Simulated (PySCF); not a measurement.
Atoms are numbered as in `[CH3:1][C:2]([CH3:3])=[O:4]` (H(Xn): hydrogen on atom n).

GIAO shifts from PySCF on PBE0-D3(BJ)/def2-TZVP geometries (one conformer, non-relativistic, equivalent nuclei averaged), against TMS at the same level and in the same medium; PCM means IEF-PCM chloroform.

Measured (solution, CDCl3, 298 K; Fulmer et al., Organometallics 2010, 29, 2176; solution, not stated per compound (mostly CDCl3 or CCl4); Pretsch, Buehlmann, Badertscher, Structure Determination of Organic Compounds, 4th ed. (2009)): C2 207.1, C1/C3 30.7, H(C1)/H(C3) 2.17 ppm.

Task: Which unscaled values do B97-2/pcSseg-2, gas; WP04/pcSseg-2, PCM; wB97X-D/pcSseg-2, PCM give, and how close are they?

Result: 
```csv
atoms,measured,"B97-2/pcSseg-2, gas","WP04/pcSseg-2, PCM","wB97X-D/pcSseg-2, PCM"
C2,207.1,212.4,226.9,226.5
C1/C3,30.7,31.6,34.0,34.3
H(C1)/H(C3),2.17,2.08,2.19,2.21
```

Mean absolute error for 13C: B97-2/pcSseg-2, gas 3.1, WP04/pcSseg-2, PCM 11.6, wB97X-D/pcSseg-2, PCM 11.5 ppm.

Mean absolute error for 1H: B97-2/pcSseg-2, gas 0.09, WP04/pcSseg-2, PCM 0.02, wB97X-D/pcSseg-2, PCM 0.04 ppm.
